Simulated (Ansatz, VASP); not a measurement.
Two plane-wave programs on Mg

Contents of INCAR:

```
ALGO = Normal
EDIFF = 1E-6
ENCUT = 520
GGA = CA
ISIF = 2
ISMEAR = -1
LASPH = True
LCHARG = False
LREAL = False
LWAVE = False
NBANDS = 9
NELM = 80
PREC = Accurate
SIGMA = 0.1
```

The input KPOINTS:

```
k-points
0
Gamma
  19 19 10
```

POSCAR

```
Mg
1.0
    3.1737227362      0.0000000000      0.0000000000
   -1.5868613681      2.7485245141      0.0000000000
    0.0000000000      0.0000000000      5.1518082012
Mg
2
Direct
    0.3333333333      0.6666666667      0.2500000000
    0.6666666667      0.3333333333      0.7500000000
```

Input for Ansatz:

```yaml
crystal:
  lattice:
    - [3.1737227362, 0.0, 0.0]
    - [-1.5868613681, 2.7485245141, 0.0]
    - [0.0, 0.0, 5.1518082012]
  atoms:
    - { symbol: Mg, position: [0.3333333333, 0.6666666667, 0.25] }
    - { symbol: Mg, position: [0.6666666667, 0.3333333333, 0.75] }
hamiltonian:
  xc: lda
  pseudopotentials:
    kind: paw
    azcp:
      Mg: "pseudopotentials/Mg.paw.azcp"
basis:
  ecutwfc: 420
  fft_grid_basis: typed
kpoints:
  mp_grid: { grid: [19, 19, 10], shift: [0, 0, 0] }
magnetization:
  spin_polarized: false
scf:
  occupations: { method: fermi_dirac, width: 0.1 }
output:
  stress: true
```

Alike in both runs: task single point; functional LDA; k mesh 19 × 19 × 10; occupations fermi-dirac, width 0.1 eV; no spin polarisation.

|  | VASP | Ansatz |
| --- | --- | --- |
| version | VASP 6.6.1 | Ansatz 0.2.0 |
| potentials or method | VASP PAW LDA potentials, release 64 (Mg) | plane waves (420 eV) with PAW, scalar-relativistic |
| plane-wave cutoff (eV) | 520 | 420 |
| valence electrons in the cell | 4 | 20 |

```tsv
	VASP	Ansatz	Ansatz less VASP
pressure (GPa)	-1.7	-1.4	+0.32
```

The two sets of potentials don't hold the same shells in valence. Ansatz warned: «pseudo_functional_mismatch».
